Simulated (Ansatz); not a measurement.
## Na₂S (Fm-3m): elasticity against pressure

```
CELL_PARAMETERS angstrom
0.00000 3.25062 3.25062
3.25062 0.00000 3.25062
3.25062 3.25062 0.00000
ATOMIC_POSITIONS crystal
Na 0.25000 0.25000 0.25000
Na 0.75000 0.75000 0.75000
S 0.00000 0.00000 0.00000
```

This is the zero-pressure cell. At each pressure cell and atoms are relaxed in this structure, and the constants are slopes of the stress at strains of ±0.005 with relaxed ions (the coefficients that govern stability under load). Level: PBEsol, PAW on Ansatz 0.2.0's default frozen-core files (fitted under PBE), scalar-relativistic; k mesh 6×6×6, strains of ±0.005, fixed occupations, cutoff 420 eV. P is the pressure of the relaxed cell, less that of this one.

```
P (GPa)    V/V₀  C11 (GPa)  C12 (GPa)  C44 (GPa)
   0.00  1.0000       55.5       16.5       17.8
   1.01       ?          ?          ?          ?
   2.04  0.9412       64.3       24.9       19.7
   4.00  0.8981       72.1       32.8       20.7
   6.99  0.8473       83.2       44.5       21.4
  10.00  0.8078       93.6       56.0       21.3
  14.99  0.7572      109.9       74.9       20.0
```

Problem. Does the bulk modulus from the constants agree with the pressure-volume curve?

Solution. A third-order Birch-Murnaghan fit to the volumes shown (F against f, f = [(V₀/V)^(2/3) − 1]/2) gives B₀ = 29.5 GPa and B′ = 4.3. Its −V dP/dV stands beside (C11 + 2C12)/3:

```csv
P (GPa),from P(V),from the constants
0.00,29.5,29.5
2.04,38.0,38.0
4.00,45.9,45.9
6.99,57.4,57.4
10.00,68.6,68.6
14.99,86.6,86.5
```

Problem. What are the pressure derivatives at zero pressure?

Solution. Slopes at V₀ of quadratic fits in −ln(V/V₀) through the first four rows shown, divided by B₀: dC11/dP = 4.5, dC12/dP = 4.0, dC44/dP = 1.3. The mean slopes up to 4.0 GPa are 4.2, 4.1, 0.7; curvature and scatter of the constants part the two. The combination (dC11/dP + 2 dC12/dP)/3 = 4.2 stands against B′.

Problem. Fill the row at 1.01 GPa.

Solution. Cubic fits in −ln(V/V₀) through all rows shown give C11 = 60.0, C12 = 20.7, C44 = 18.8 GPa. Computed: V/V₀ = 0.9686, C11 (GPa) = 60.0, C12 (GPa) = 20.7, C44 (GPa) = 18.8.

Problem. Does a shear stiffness soften?

Solution. C44 goes from 17.8 to 20.0 GPa, through a maximum of 21.4 near 7 GPa; (C11 − C12)/2 goes from 19.5 to 17.5 GPa, through a maximum of 19.7 near 2 GPa. (C11 − C12)/2 softens under pressure, though the lattice stays mechanically stable over this range.

Keep in mind: no other phase was computed; many crystals of this kind change structure within this range, and rows or crossings beyond such a change describe a metastable lattice; frozen-core PAW files fitted under PBE, their cores solved anew for the functional of the run; phonons weren't checked at these pressures.
